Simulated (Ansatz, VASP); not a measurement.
This is a calculation of InAs for VASP 6.6.1.

Contents of INCAR:

```
PREC = Accurate
ENCUT = 520
EDIFF = 1E-7
ISMEAR = -1
SIGMA = 0.05
LREAL = F
LASPH = T
NELM = 100
ALGO = Normal
ISIF = 2
LWAVE = F
LCHARG = F
GGA = PE
NBANDS = 16
```

Contents of KPOINTS:

```
regular mesh
0
Gamma
  8 8 8
```

File POSCAR:

```
InAs
1.0
    0.0000000000      2.9151676052      2.9151676052
    2.9151676052      0.0000000000      2.9151676052
    2.9151676052      2.9151676052      0.0000000000
In As
1 1
Direct
    0.5000000000      0.5000000000      0.5000000000
    0.0000000000      0.0000000000      0.0000000000
```

Potentials or basis: VASP PAW PBE potentials, release 64 (In_d, As).

Launch:

```console
$ cat potpaw_PBE.64/In_d/POTCAR potpaw_PBE.64/As/POTCAR > POTCAR
$ mpirun -np 1 vasp_std > vasp.out
```

Translate it to Ansatz 0.2.0. Potentials there: Ansatz PAW.

As run (the cutoff follows the program's own potentials):

Contents of input.yaml:

```yaml
crystal:
  lattice:
    - [0.0, 2.9151676052, 2.9151676052]
    - [2.9151676052, 0.0, 2.9151676052]
    - [2.9151676052, 2.9151676052, 0.0]
  atoms:
    - { symbol: In, position: [0.5, 0.5, 0.5] }
    - { symbol: As, position: [0.0, 0.0, 0.0] }
hamiltonian:
  xc: pbe
  pseudopotentials: { kind: paw }
kpoints:
  mp_grid: { grid: [8, 8, 8] }
scf:
  occupations: { method: fermi_dirac, width: 0.05 }
output:
  forces: true
  stress: true
  eigenvalues: true
```

Potentials or basis: Ansatz PAW.

Command:

```sh
$ ansatz run input.yaml --threads 2 --pin off --max-ram 5120MiB --backend cpu --events-out ev --progress --plain --runs-dir out
```

Both were run:

|  | VASP | Ansatz | Ansatz less VASP |
| --- | --- | --- | --- |
| gap on the k mesh at the Fermi level (eV) | none | none | - |
| pressure (GPa) | -2.2 | -2.2 | -0.04 |

A gap of «none» marks a metal or a gap that the smearing closes. The two sets of potentials don't hold the same shells in valence.
